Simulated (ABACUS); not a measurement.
Runs of ABACUS 3.10.1 on ZrN. It takes space group Fm-3m (No. 225, cubic). Conventional cell: a = 4.600 Å, b = 4.600 Å, c = 4.600 Å, α = 90.00°, β = 90.00°, γ = 90.00°. Zr (site symmetry m-3m) has 6 N at 2.30 Å as nearest neighbours. N (site symmetry m-3m) is surrounded by 6 Zr at 2.30 Å. 

```csv
task,level,k mesh,symmetry key,path,points for each segment of the path,gap on the mesh (eV),pressure (GPa)
single point,LDA,7 × 7 × 7,1,-,-,none,(a)
single point,BLYP,7 × 7 × 7,1,-,-,none,7.6
single point,PBEsol,7 × 7 × 7,1,-,-,none,-6.5
single point,PBE,7 × 7 × 7,1,-,-,none,-0.5
```

Alike in all rows: potentials or basis SG15 ONCV 1.2 PBE, DZP LCAO (the cutoffs set its grid); no spin polarisation; cell as given; cutoff (eV) 1361; smearing fermi-dirac 0.05 eV.

Q: Fill in the values left out.

A: (a) -9.4.

Caveats: the atomic orbitals were generated for these runs and aren't a published set; the basis of atomic orbitals isn't converged, which shifts pressures, moduli and gaps; the potentials were made for another functional, which shifts forces and pressure (some runs).

A k mesh can miss the band edges, and the runs leave out spin-orbit coupling on Zr.

A gap of «none» marks a metal or a gap under the smearing width.
